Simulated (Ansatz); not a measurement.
The system is MoS2.

```xyz
3
Lattice="3.2275 0.0000 0.0000 -1.6137 2.7951 0.0000 0.0000 0.0000 6.3125" Properties=species:S:1:pos:R:3 pbc="T T T"
Mo    0.0000    0.0000    3.1562
S     1.6137    0.9317    4.7008
S     0.0000    1.8634    1.6117
```

Measurements of this composition are mostly on another form, of space group No. 194.

* Program: Ansatz 0.2.0
* Task: relaxation of cell and atoms
* Functional: revPBE
* Dispersion: D4
* Potentials or basis: Ansatz PAW
* Cutoff: 420 eV (not typed: the program's choice for these potentials)
* k mesh: 9 × 9 × 4
* Occupations: fermi-dirac, width 0.05 eV
* Spin: no spin polarisation

At the start: volume 18.98 Å³/atom.

Question: Where does the relaxation end?

Answer: It ends after 8 steps and the volume is 16.34 Å³/atom (-13.9 %); space group P-3m1 (No. 164, to 0.05 Å).

The path:
```
step  energy change (eV)  largest force (eV/Å)  volume (Å³)
   1              0.0000                0.2750        56.94
   2             -0.1091                0.1617        49.72
   3             -0.1421                0.1188        49.97
   4             -0.1531                0.0472        48.47
   5             -0.1555                0.0012        48.85
   6             -0.1556                0.0058        49.00
   7             -0.1556                0.0017        49.01
   8             -0.1546                0.0016        49.01
```

Final structure:
```
Mo S
1.0
     3.16803    0.00000    0.00000
    -1.58402    2.74360    0.00000
     0.00000    0.00000    5.63871
Mo S
1 2
Direct
  0.00000 0.00000 0.50000
  0.66667 0.33333 0.77815
  0.33333 0.66667 0.22185
```

Caveat: the plane-wave basis is chosen anew once the cell has moved, so the energies of steps on either side of that aren't comparable; the PAW data sets come from PBE, with cores solved anew for the run's functional, which leaves a small shift of forces and pressure.
